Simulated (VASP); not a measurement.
# Cu in VASP: relaxation of the atoms with LDA

Aim: the relaxation of the atoms of Cu with LDA.

Program: VASP 6.6.1. These are calculated values, not measurements. Logs are shortened: lines on timing, memory, paths and dates and some standing lists are left out, and cuts for length are marked.

## 1. Starting point

The cell holds a slab with vacuum, 11 atoms: a = 3.523 Å, b = 2.491 Å, c = 27.456 Å, α = 90.00°, β = 90.00°, γ = 90.00°.

The cell was built by a generator and needn't be a form met in nature.

## 2. Relaxation of the atoms, LDA

INCAR

```
ALGO = Normal
EDIFF = 1E-7
EDIFFG = -0.005
ENCUT = 520
GGA = CA
IBRION = 2
ISIF = 2
ISMEAR = 1
KPAR = 8
LASPH = True
LCHARG = False
LREAL = False
LWAVE = False
NELM = 100
NSW = 40
PREC = Accurate
SIGMA = 0.2
```

KPOINTS

```
k-points
0
Gamma
  12 18 1
```

POSCAR

```
Cu
1.0
    3.5230000000      0.0000000000      0.0000000000
    0.0000000000      2.4911371901      0.0000000000
    0.0000000000      0.0000000000     27.4556859506
Cu
11
Direct
    0.0000000000      0.0000000000      0.2731674602
    0.5000000000      0.5000000000      0.3185339682
    0.0000000000      0.0000000000      0.3639004761
    0.5000000000      0.5000000000      0.4092669841
    0.0000000000      0.0000000000      0.4546334920
    0.5000000000      0.5000000000      0.5000000000
    0.0000000000      0.0000000000      0.5453665080
    0.5000000000      0.5000000000      0.5907330159
    0.0000000000      0.0000000000      0.6360995239
    0.5000000000      0.5000000000      0.6814660318
    0.0000000000      0.0000000000      0.7268325398
```

Potentials or basis: VASP PAW LDA potentials, release 64 (Cu).

Started as:

```
cat potpaw_LDA.64/Cu/POTCAR > POTCAR
mpirun -np 8 vasp_std > vasp.out
```

OUTCAR:

```text
EDIFF = 1E-7
   EDIFFG = -0.005
   ENCUT = 520
   GGA = CA
   IBRION = 2
   ISIF = 2
   ISMEAR = 1
   LASPH = True
   LREAL = False
   NELM = 100
   NSW = 40
   PREC = Accurate

 ion  position               nearest neighbor table
   1  0.000  0.000  0.273-   3 2.49   2 2.49   2 2.49   2 2.49   2 2.49
   2  0.500  0.500  0.319-   3 2.49   3 2.49   3 2.49   3 2.49   4 2.49   1 2.49   1 2.49   1 2.49
                             1 2.49
   3  0.000  0.000  0.364-   2 2.49   2 2.49   2 2.49   2 2.49   5 2.49   1 2.49   4 2.49   4 2.49
                             4 2.49   4 2.49
   4  0.500  0.500  0.409-   5 2.49   5 2.49   5 2.49   5 2.49   6 2.49   2 2.49   3 2.49   3 2.49
                             3 2.49   3 2.49
   5  0.000  0.000  0.455-   4 2.49   4 2.49   4 2.49   4 2.49   3 2.49   6 2.49   6 2.49   6 2.49
                             6 2.49   7 2.49
   6  0.500  0.500  0.500-   4 2.49   8 2.49   7 2.49   5 2.49   5 2.49   7 2.49   5 2.49   7 2.49
                             5 2.49   7 2.49
   7  0.000  0.000  0.545-   8 2.49   8 2.49   8 2.49   8 2.49   9 2.49   6 2.49   6 2.49   6 2.49
                             6 2.49   5 2.49
   8  0.500  0.500  0.591-   7 2.49   7 2.49   7 2.49   7 2.49  10 2.49   6 2.49   9 2.49   9 2.49
                             9 2.49   9 2.49
   9  0.000  0.000  0.636-  10 2.49  10 2.49  10 2.49  10 2.49  11 2.49   7 2.49   8 2.49   8 2.49
                             8 2.49   8 2.49
  10  0.500  0.500  0.681-   9 2.49   9 2.49   9 2.49   9 2.49   8 2.49  11 2.49  11 2.49  11 2.49
                            11 2.49
  11  0.000  0.000  0.727-   9 2.49  10 2.49  10 2.49  10 2.49  10 2.49

  LATTYP: Found a simple orthorhombic cell.
 ALAT       =     2.4911371901
 B/A-ratio  =     1.4142135624
 C/A-ratio  =    11.0213464195

  Lattice vectors:

 A1 = (   0.0000000000,  -2.4911371901,   0.0000000000)
 A2 = (   3.5230000000,   0.0000000000,   0.0000000000)
 A3 = (   0.0000000000,   0.0000000000,  27.4556859506)

Analysis of symmetry for initial positions (statically):
=====================================================================
 Subroutine PRICEL returns:
 Original cell was already a primitive cell.

 Routine SETGRP: Setting up the symmetry group for a
 simple orthorhombic supercell.

 Subroutine GETGRP returns: Found  8 space group operations
 (whereof  8 operations were pure point group operations)
 out of a pool of  8 trial point group operations.

The static configuration has the point symmetry D_2h.

Analysis of symmetry for dynamics (positions and initial velocities):
=====================================================================
 Subroutine PRICEL returns:
 Original cell was already a primitive cell.

 Routine SETGRP: Setting up the symmetry group for a
 simple orthorhombic supercell.

 Subroutine GETGRP returns: Found  8 space group operations
 (whereof  8 operations were pure point group operations)
 out of a pool of  8 trial point group operations.

The dynamic configuration has the point symmetry D_2h.

 Subroutine INISYM returns: Found  8 space group operations
 (whereof  8 operations are pure point group operations),
 and found     1 'primitive' translations

----------------------------------------------------------------------------------------

                                     Primitive cell

  volume of cell :     240.9587

  direct lattice vectors                    reciprocal lattice vectors
     3.523000000  0.000000000  0.000000000     0.283848992  0.000000000  0.000000000
     0.000000000  2.491137190  0.000000000     0.000000000  0.401423095  0.000000000
     0.000000000  0.000000000 27.455685951     0.000000000  0.000000000  0.036422328

  length of vectors
     3.523000000  2.491137190 27.455685951     0.283848992  0.401423095  0.036422328

  position of ions in fractional coordinates (direct lattice)
     0.000000000  0.000000000  0.273167460
     0.500000000  0.500000000  0.318533968
     0.000000000  0.000000000  0.363900476
     0.500000000  0.500000000  0.409266984
     0.000000000  0.000000000  0.454633492
     0.500000000  0.500000000  0.500000000
     0.000000000  0.000000000  0.545366508
     0.500000000  0.500000000  0.590733016
     0.000000000  0.000000000  0.636099524
     0.500000000  0.500000000  0.681466032
     0.000000000  0.000000000  0.726832540

  ion indices of the primitive-cell ions
   primitive index   ion index
                 1           1
                 2           2
                 3           3
                 4           4
                 5           5
                 6           6
                 7           7
                 8           8
                 9           9
                10          10
                11          11

----------------------------------------------------------------------------------------

 KPOINTS: k-points

Automatic generation of k-mesh.
 Grid dimensions read from file:
 generate k-points for:   12   18    1

 Generating k-lattice:

  Cartesian coordinates                     Fractional coordinates (reciprocal lattice)
     0.023654083  0.000000000  0.000000000     0.083333333  0.000000000  0.000000000
     0.000000000  0.022301283  0.000000000     0.000000000  0.055555556  0.000000000
     0.000000000  0.000000000  0.036422328     0.000000000  0.000000000  1.000000000

  Length of vectors
     0.023654083  0.022301283  0.036422328

  Shift w.r.t. Gamma in fractional coordinates (k-lattice)
     0.000000000  0.000000000  0.000000000

 Subroutine IBZKPT returns following result:
 ===========================================

 Found     70 irreducible k-points:

 Following reciprocal coordinates:
            Coordinates               Weight
  0.000000  0.000000  0.000000      1.000000
  0.083333  0.000000  0.000000      2.000000
  0.166667  0.000000  0.000000      2.000000
  0.250000  0.000000  0.000000      2.000000
  0.333333  0.000000  0.000000      2.000000
  0.416667  0.000000  0.000000      2.000000
[... 16 lines left out ...]
  0.083333  0.166667  0.000000      4.000000
  0.166667  0.166667  0.000000      4.000000
 [... further k-points ...]
   k-points           NKPTS =     70   k-points in BZ     NKDIM =     70   number of bands    NBANDS=     72
   number of dos      NEDOS =    301   number of ions     NIONS =     11
   total plane-waves  NPLWV = 117600
   dimension x,y,z NGX =    28 NGY =   20 NGZ =  210
   dimension x,y,z NGXF=    56 NGYF=   40 NGZF=  420
   ions per type =              11
   NGX,Y,Z   is equivalent  to a cutoff of  13.21, 13.35, 12.72 a.u.
   NGXF,Y,Z  is equivalent  to a cutoff of  26.43, 26.69, 25.43 a.u.
 SYSTEM =  unknown system
   PREC   = accura    normal or accurate (medium, high low for compatibility)
   ISTART =      0    job   : 0-new  1-cont  2-samecut
   ICHARG =      2    charge: 1-file 2-atom 10-const
   ISPIN  =      1    spin polarized calculation?
   LNONCOLLINEAR =      F non collinear calculations
   LSORBIT =      F    spin-orbit coupling
   LASPH  =      T    aspherical Exc in radial PAW
   ENCUT  =  520.0 eV  38.22 Ry    6.18 a.u.   6.55  4.63 51.05*2*pi/ulx,y,z
   NELM   =    100;   NELMIN=  2; NELMDL= -5     # of ELM steps
   EDIFF  = 0.1E-06   stopping-criterion for ELM
   LREAL  =      F    real-space projection
   EDIFFG = -.5E-02   stopping-criterion for IOM
   NSW    =     40    number of steps for IOM
   IBRION =      2    ionic relax: 0-MD 1-quasi-New 2-CG
   NFREE  =      1    steps in history (QN), initial steepest desc. (CG)
   ISIF   =      2    stress and relaxation
   ISYM   =      2    0-nonsym 1-usesym 2-fastsym
   POTIM  = 0.5000    time-step for ionic-motion
   TEBEG  =    0.0;   TEEND  =   0.0 temperature during run
   PSTRESS=    0.0 pullay stress
   NELECT =     121.0000    total number of electrons
   NUPDOWN=      -1.0000    fix difference up-down
   EMIN   =  10.00;   EMAX   =-10.00  energy-range for DOS
   EFERMI =   0.00;   METHOD = LEGACY
   ISMEAR =     1;   SIGMA  =   0.20  broadening in eV -4-tet -1-fermi 0-gaus
   EFERMI_NEDOS =   21; number of points for ismear=-14 and -15
   IALGO  =     38    algorithm
   IMIX   =      4    mixing-type and parameters
     AMIX     =   0.40;   BMIX     =  1.00
     AMIX_MAG =   1.60;   BMIX_MAG =  1.00
  volume/ion in A,a.u.               =      21.91       147.82
  Fermi-wavevector in a.u.,A,eV,Ry     =   1.301235  2.458978 23.037557  1.693213
  Thomas-Fermi vector in A             =   2.432382
   LORBIT       =      0    0 simple, 1 ext, 2 COOP (PROOUT), +10 PAW based schemes
   GGA     = CA    functional components
   LHFCALC =     F    Hartree Fock is set to
   AEXX    =    0.0000 exact exchange contribution
   IVDW    =     0    specifies the selected vdW correction
   LEPSILON=     F    determine dielectric tensor
   LRPA    =     F    only Hartree local field effects (RPA)
 conjugate gradient relaxation of ions
 non-spin polarized calculation
 Methfessel and Paxton  Order N= 1 SIGMA  =   0.20
  energy-cutoff  :      520.00
  volume of cell :      240.96
 maximum number of plane-waves:      6550
 NGX is ok and might be reduce to    28
   NGX = 13   NGY =  9   NGZ =103

--------------------------------------- Ionic step        1  -------------------------------------------

 number of electron     121.0000069 magnetization

 Free energy of the ion-electron system (eV)
  ---------------------------------------------------
  ext. energy  EPLUGINS =         0.00000000
  ---------------------------------------------------
  free energy    TOTEN  =       -49.46230960 eV

  energy without entropy =      -49.47060003  energy(sigma->0) =      -49.46507308

------------------------ aborting loop because EDIFF is reached ----------------------------------------

  FORCE on cell =-STRESS in cart. coord.  units (eV):
  Direction    XX          YY          ZZ          XY          YZ          ZX
  --------------------------------------------------------------------------------------
  -------------------------------------------------------------------------------------
  Total       -3.1142361     -2.4069831     -1.9860616     -0.0000000      0.0000000      0.0000000
  in kB      -20.7071116    -16.0044603    -13.2056781     -0.0000000      0.0000000      0.0000000
  external PRESSURE =     -16.6390833 kB  Pullay stress =       0.0000000 kB
[... 116 lines left out ...]
  FREE ENERGIE OF THE ION-ELECTRON SYSTEM (eV)
  ---------------------------------------------------
  free  energy   TOTEN  =       -49.5230318073 eV

  energy  without entropy=      -49.5312959349  energy(sigma->0) =      -49.52578652

[... ionic steps 4 to 13 ...]

--------------------------------------- Ionic step       14  -------------------------------------------

 number of electron     121.0000069 magnetization

------------------------ aborting loop because EDIFF is reached ----------------------------------------

  FORCE on cell =-STRESS in cart. coord.  units (eV):
  Direction    XX          YY          ZZ          XY          YZ          ZX
  --------------------------------------------------------------------------------------
  -------------------------------------------------------------------------------------
  Total       -1.5001805     -1.5341924     -0.1163333      0.0000000      0.0000000      0.0000000
  in kB       -9.9749681    -10.2011189     -0.7735211      0.0000000      0.0000000      0.0000000
  external PRESSURE =      -6.9832027 kB  Pullay stress =       0.0000000 kB
[... 75 lines left out ...]
  energy  without entropy=      -49.5371287958  energy(sigma->0) =      -49.53121917

--------------------------------------- Ionic step       16  -------------------------------------------

 number of electron     121.0000070 magnetization

 Free energy of the ion-electron system (eV)
  ---------------------------------------------------
  ext. energy  EPLUGINS =         0.00000000
  ---------------------------------------------------
  free energy    TOTEN  =       -49.52827794 eV

  energy without entropy =      -49.53713704  energy(sigma->0) =      -49.53123098

 E-fermi :   1.8600     XC(G=0):  -7.5073

 val. band max:        1.8567343956   @ k =   0.0000   0.5000   0.0000
 cond. band min:       1.8720772159   @ k =   0.1667   0.5000   0.0000
 fundamental gap:      0.0153428203
 Fermi energy:         1.8599905754

 k-point     1 :       0.0000    0.0000    0.0000
  band No.  band energies     occupation
      1      -7.9425      2.00000
      2      -7.3786      2.00000
      3      -6.4967      2.00000
      4      -5.3791      2.00000
      5      -4.1623      2.00000
      6      -3.4654      2.00000
[... 1789 lines left out ...]
     71       7.9420      0.00000
     72       8.9278      0.00000

 [... further k-points ...]
[... 5 lines left out ...]
  --------------------------------------------------------------------------------------
  -------------------------------------------------------------------------------------
  Total       -1.4742723     -1.5300343     -0.0732021      0.0000000      0.0000000      0.0000000
  in kB       -9.8026998    -10.1734711     -0.4867337      0.0000000      0.0000000      0.0000000
  external PRESSURE =      -6.8209682 kB  Pullay stress =       0.0000000 kB
[... 26 lines left out ...]
  FREE ENERGIE OF THE ION-ELECTRON SYSTEM (eV)
  ---------------------------------------------------
  free  energy   TOTEN  =       -49.5282779426 eV

  energy  without entropy=      -49.5371370437  energy(sigma->0) =      -49.53123098

 reached required accuracy - stopping structural energy minimisation
```

Run time: 47 min. Hardware: 8 MPI ranks of Intel Xeon 6975P-C (Granite Rapids), shared host; peak memory 0.8 GiB.

Results:

* Free energy: -49.5283 eV
* Energy gained by relaxing: 6.0 meV/atom
* Ionic steps: 16
* Band gap on the k mesh: none (metal or under the smearing width)

The path:
```tsv
step	energy change (eV)	largest force (eV/Å)	pressure (GPa)
1	0.0000	0.5302	-1.66
2	-0.0374	0.3575	-1.50
3	-0.0607	0.1071	-1.13
4	-0.0608	0.1029	-1.14
5	-0.0630	0.0413	-1.08
6	-0.0636	0.0422	-1.03
7	-0.0641	0.0310	-0.99
8	-0.0647	0.0365	-0.92
9	-0.0641	0.0984	-0.71
10	-0.0648	0.0517	-0.83
11	-0.0651	0.0427	-0.82
12	-0.0657	0.0241	-0.75
13	-0.0653	0.0666	-0.60
14	-0.0658	0.0370	-0.70
15	-0.0660	0.0096	-0.68
16	-0.0660	0.0019	-0.68
```

Final structure:
```
Cu
1.0
     3.52300    0.00000    0.00000
     0.00000    2.49114    0.00000
     0.00000    0.00000   27.45569
Cu
11
Direct
  0.00000 0.00000 0.27688
  0.50000 0.50000 0.31762
  0.00000 0.00000 0.36468
  0.50000 0.50000 0.40946
  0.00000 0.00000 0.45478
  0.50000 0.50000 0.50000
  0.00000 0.00000 0.54522
  0.50000 0.50000 0.59054
  0.00000 0.00000 0.63532
  0.50000 0.50000 0.68238
  0.00000 0.00000 0.72312
```
